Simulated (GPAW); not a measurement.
Crystal: CdS (Greenockite).

```
Cd S
1.0
     4.15000    0.00000    0.00000
    -2.07500    3.59401    0.00000
     0.00000    0.00000    6.73700
Cd S
2 2
Direct
  0.66667 0.33333 0.50000
  0.33333 0.66667 0.00000
  0.66667 0.33333 0.87500
  0.33333 0.66667 0.37500
```

Program: GPAW 26.7.0. Alike in all runs: cell as given.

Problem. Order these runs on this cell by their pressure, lowest first.
A. level revTPSS; potentials or basis GPAW PAW data sets (gpaw-data 1.2.1), pw; spin SOC, no magnetisation; k mesh 5 × 5 × 3; cutoff (eV) 600; smearing fermi-dirac 0.05 eV; band path GMKGALHA,LM,KH; band points 100; eigensolver davidson; spin axis theta (degrees) 90; mesh quality not flagged
B. level AM05; potentials or basis PAW data sets generated in the run's folder for this functional, pw; spin off; k mesh 4 × 4 × 2; cutoff (eV) 510; smearing fermi-dirac 0.01 eV; mesh quality coarse
C. level LDA; potentials or basis the program's PAW data sets (release 1.2.1) made for this functional, newer versions, pw; spin off; k mesh 5 × 5 × 3; cutoff (eV) 600; smearing fermi-dirac 0.05 eV; band path GMKGALHA,LM,KH; band points 80; data set S v3; mesh quality not flagged

Solution. C (-3.3 GPa), B (-0.8 GPa), A (0.8 GPa).

Caveats: some runs use coarse meshes; the cutoff is short for stress and forces, so pressures can be off by a GPa or more (some runs); spin-orbit coupling was added after a scalar SCF, so levels and gaps hold it while energy, forces, pressure and moments don't (some runs); the PAW data sets were made with another functional, which shifts forces and pressure a little (some runs).

Not every run made on this cell is shown here.
